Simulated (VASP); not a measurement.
# Pb (Fm-3m) in VASP: settings compared, part 3 of 3

VASP 6.6.1.

**5. Relaxation of the atoms, BEEF-vdW (cell strained at random at fixed volume)**

Contents of INCAR:

```
SYSTEM = Pb
ALGO = Normal
EDIFF = 1E-7
EDIFFG = -0.01
ENCUT = 520
GGA = BF
IBRION = 2
ISIF = 2
ISMEAR = 0
LASPH = .True.
LCHARG = .False.
LREAL = .False.
LUSE_VDW = .True.
LWAVE = .False.
NELM = 80
NSW = 40
PREC = Accurate
SIGMA = 0.1
ZAB_VDW = -1.8867
```

Contents of KPOINTS:

```
k-points
0
Gamma
  9 9 9
  0 0 0
```

Contents of POSCAR:

```
Pb
1.0
   -0.0262140000      2.4681090000      2.4696280000
    2.4561850000     -0.0072530000      2.4506670000
    2.4761660000      2.4691280000     -0.0272330000
Pb
1
Cartesian
   -0.0229623621      0.1414224817      0.0697370084
```

Potentials or basis: VASP PAW PBE potentials, release 64 (Pb_d).

Run with:

```bash
$ cat potpaw_PBE.64/Pb_d/POTCAR > POTCAR
$ mpirun -np 1 vasp_std > vasp.out
```

OUTCAR:

```text
SYSTEM = Pb
   EDIFF = 1E-7
   EDIFFG = -0.01
   ENCUT = 520
   GGA = BF
   IBRION = 2
   ISIF = 2
   ISMEAR = 0
   LASPH = .True.
   LREAL = .False.
   NELM = 80
   NSW = 40
   PREC = Accurate

 ion  position               nearest neighbor table
   1  0.047  0.981  0.010-

  LATTYP: Found a triclinic cell.
 ALAT       =     6.0387236428
 B/A-ratio  =     0.5745714332
 C/A-ratio  =     0.5853885228
 COS(alpha) =     0.0022279072
 COS(beta)  =     0.2943779446
 COS(gamma) =     0.8642141483

  Lattice vectors:

 A1 = (  -4.9385840000,   2.4826150000,  -2.4317060000)
 A2 = (  -2.4561850000,   0.0072530000,  -2.4506670000)
 A3 = (  -2.5023800000,  -0.0010190000,   2.4968610000)

Analysis of symmetry for initial positions (statically):
=====================================================================
 Subroutine PRICEL returns:
 Original cell was already a primitive cell.

 Routine SETGRP: Setting up the symmetry group for a
 triclinic supercell.

 Subroutine GETGRP returns: Found  2 space group operations
 (whereof  1 operations were pure point group operations)
 out of a pool of  2 trial point group operations.

The static configuration has the point symmetry C_1 .
 The point group associated with its full space group is S_2 .

Analysis of symmetry for dynamics (positions and initial velocities):
=====================================================================
 Subroutine PRICEL returns:
 Original cell was already a primitive cell.

 Routine SETGRP: Setting up the symmetry group for a
 triclinic supercell.

 Subroutine GETGRP returns: Found  2 space group operations
 (whereof  1 operations were pure point group operations)
 out of a pool of  2 trial point group operations.

The dynamic configuration has the point symmetry C_1 .
 The point group associated with its full space group is S_2 .

 Subroutine INISYM returns: Found  2 space group operations
 (whereof  1 operations are pure point group operations),
 and found     1 'primitive' translations

[... 122 lines left out ...]
   IVDW    =     0    specifies the selected vdW correction
   LEPSILON=     F    determine dielectric tensor
   LRPA    =     F    only Hartree local field effects (RPA)
 conjugate gradient relaxation of ions
 non-spin polarized calculation
 Gauss-broadening in eV      SIGMA  =   0.10
  energy-cutoff  :      520.00
  volume of cell :       30.32
 maximum number of plane-waves:       857
 NGX is ok and might be reduce to    28

 number of electron      13.9999999 magnetization

 Free energy of the ion-electron system (eV)
  ---------------------------------------------------
  ext. energy  EPLUGINS =         0.00000000
  ---------------------------------------------------
  free energy    TOTEN  =        -0.35530904 eV

  energy without entropy =       -0.35332254  energy(sigma->0) =       -0.35431579

 E-fermi :   7.0690     XC(G=0): -10.2530

 val. band max:        7.0650226574   @ k =   0.1111  -0.2222   0.3333
 cond. band min:       7.0751203058   @ k =   0.3333  -0.2222   0.1111
 fundamental gap:      0.0100976484
 Fermi energy:         7.0690313233

 k-point     1 :       0.0000    0.0000    0.0000
  band No.  band energies     occupation
      1     -10.2798      2.00000
      2     -10.2707      2.00000
      3     -10.2607      2.00000
      4     -10.1378      2.00000
      5     -10.1352      2.00000
      6      -4.5416      2.00000
      7      14.3644      0.00000
      8      14.5429      0.00000
      9      14.7883      0.00000
     10      17.0440      0.00000
     11      18.5214      0.00000
[... 309 lines left out ...]
 k-point    24 :       0.0000    0.3333   -0.0000
  band No.  band energies     occupation
      1     -10.2818      2.00000
      2     -10.2544      2.00000
      3     -10.2329      2.00000
      4     -10.0638      2.00000
      5     -10.0551      2.00000
      6      -2.4404      2.00000
      7       5.7300      2.00000
      8      12.9824      0.00000
      9      13.1445      0.00000
     10      16.1104      0.00000
     11      17.7500      0.00000

 [... further k-points ...]

------------------------ aborting loop because EDIFF is reached ----------------------------------------

  FORCE on cell =-STRESS in cart. coord.  units (eV):
  Direction    XX          YY          ZZ          XY          YZ          ZX
  --------------------------------------------------------------------------------------
  -------------------------------------------------------------------------------------
  Total        0.7064745      0.7212379      0.7154109      0.0167555      0.0231200      0.1365344
  in kB       37.3285382     38.1086060     37.8007157      0.8853242      1.2216082      7.2141746
  external PRESSURE =      37.7459533 kB  Pullay stress =       0.0000000 kB

 VOLUME and BASIS-vectors are now :
 -----------------------------------------------------------------------------
  energy-cutoff  :      520.00
  volume of cell :       30.32
      direct lattice vectors                 reciprocal lattice vectors
    -0.026214000  2.468109000  2.469628000    -0.199548122  0.202329370  0.200596246
     2.456185000 -0.007253000  2.450667000     0.203315239 -0.201648274  0.203682347
     2.476166000  2.469128000 -0.027233000     0.200063003  0.202163073 -0.199915149

 POSITION                                       TOTAL-FORCE (eV/Angst)
 -----------------------------------------------------------------------------------
      2.43322      0.13417      2.52040         0.000000      0.000000     -0.000000
 -----------------------------------------------------------------------------------
    total drift:                               -0.000001      0.000009      0.000002

  FREE ENERGIE OF THE ION-ELECTRON SYSTEM (eV)
  ---------------------------------------------------
  free  energy   TOTEN  =        -0.3553090417 eV

  energy  without entropy=       -0.3533225356  energy(sigma->0) =       -0.35431579

Total vdW correction in eV:      2.2435377

 reached required accuracy - stopping structural energy minimisation
```

OSZICAR:

```text
N       E                     dE             d eps       ncg     rms          rms(c)
DAV:   1     0.101106374013E+03    0.10111E+03   -0.73716E+03  8069   0.156E+03
DAV:   2     0.434083680905E+01   -0.96766E+02   -0.94862E+02  8213   0.329E+02
DAV:   3    -0.245365830519E+00   -0.45862E+01   -0.45508E+01  9406   0.813E+01
DAV:   4    -0.354358338055E+00   -0.10899E+00   -0.10891E+00  9529   0.138E+01
DAV:   5    -0.359240913261E+00   -0.48826E-02   -0.48824E-02  9996   0.270E+00    0.543E-01
DAV:   6    -0.355383662838E+00    0.38573E-02   -0.11202E-02  9860   0.203E+00    0.280E-01
DAV:   7    -0.355108008346E+00    0.27565E-03   -0.27979E-03  9466   0.103E+00    0.954E-02
DAV:   8    -0.355312052879E+00   -0.20404E-03   -0.49347E-04  8486   0.241E-01    0.128E-02
DAV:   9    -0.355309059996E+00    0.29929E-05   -0.21731E-05  9392   0.872E-02    0.472E-03
DAV:  10    -0.355308688049E+00    0.37195E-06   -0.27184E-06  9146   0.261E-02    0.639E-04
DAV:  11    -0.355308987369E+00   -0.29932E-06   -0.11687E-07  6148   0.544E-03    0.285E-04
DAV:  12    -0.355309041675E+00   -0.54306E-07   -0.21922E-08  4549   0.302E-03
   1 F= -.35530904E+00 E0= -.35431579E+00  d E =-.355309E+00
```

CONTCAR:

```text
Pb
   1.00000000000000
    -0.0262140000000000    2.4681090000000001    2.4696280000000002
     2.4561850000000001   -0.0072530000000000    2.4506670000000002
     2.4761660000000001    2.4691280000000000   -0.0272330000000000
  Pb
     1
Direct
     0.0471850000097476    0.9810180000021234    0.0100550000101123

  0.00000000E+00  0.00000000E+00  0.00000000E+00
```

Run time: 87 s. Hardware: 1 thread of Intel Xeon Platinum 8488C (Sapphire Rapids), shared host; peak memory 0.42 GiB.

Results:

| Quantity | Value |
| --- | --- |
| Free energy | -0.3553 eV |
| Pressure after relaxing | 3.8 GPa |
| Band gap on the k mesh | none (metal or under the smearing width) |

Final structure:
```cif
data_structure
_symmetry_space_group_name_H-M 'P 1'
_symmetry_Int_Tables_number 1
_cell_length_a 3.4916
_cell_length_b 3.4697
_cell_length_c 3.4970
_cell_angle_alpha 60.378
_cell_angle_beta 60.772
_cell_angle_gamma 60.476
_cell_volume 30.32
loop_
_atom_site_label
_atom_site_type_symbol
_atom_site_fract_x
_atom_site_fract_y
_atom_site_fract_z
_atom_site_occupancy
Pb1 Pb 0.04718 0.98102 0.01005 1
```

Levels at points of the mesh, in eV from the Fermi level:
```
           k point  band 3  band 4  band 5  band 6  band 7  band 8  band 9  band 10  band 11
(0.00, 0.00, 0.00)  -17.33  -17.21  -17.20  -11.61    7.30    7.47    7.72     9.98    11.45
```

Caveat: the relaxation stopped at its first step, so nothing moved; the PAW data sets were made with another functional, which shifts forces and pressure a little.

**6. Overview**

```tsv
task	level	potentials or basis	cell	k mesh	cutoff (eV)	smearing	grid for exact exchange (PRECFOCK)	exchange at q = 0	mesh quality	gap on the mesh (eV)	pressure (GPa)
single point	vdW-DF2	VASP PAW PBE potentials, release 54 (Pb_d)	cell strained at random at fixed volume	9 × 9 × 9	520	methfessel-paxton 0.2 eV	-	-	not flagged	none	7.7
relaxation of cell and atoms	B3LYP+TS	VASP PAW PBE potentials, release 64 (Pb_d)	relaxed	5 × 5 × 5	600	methfessel-paxton 0.2 eV	Fast	truncated	coarse	none	0.0
single point	PBE+TS	VASP PAW PBE potentials, release 64 (Pb_d)	as given	9 × 9 × 9	520	tetrahedron	-	-	not flagged	none	0.2
relaxation of the atoms	BEEF-vdW	VASP PAW PBE potentials, release 64 (Pb_d)	atoms relaxed from: cell strained at random at fixed volume	9 × 9 × 9	520	gaussian 0.1 eV	-	-	not flagged	none	3.8
```

Alike in all rows: no spin polarisation.

Caveats: some runs use coarse meshes; the PAW data sets were made with another functional, which shifts forces and pressure a little (some runs); atom-pairwise D2, TS and ULG terms overbind metals (some runs); pairwise dispersion overbinds metals, which lowers pressure and volume (some runs); the relaxation stopped at its first step, so nothing moved (some runs).

Total energies depend on the potentials used, so only differences within one code and one set of settings carry meaning.
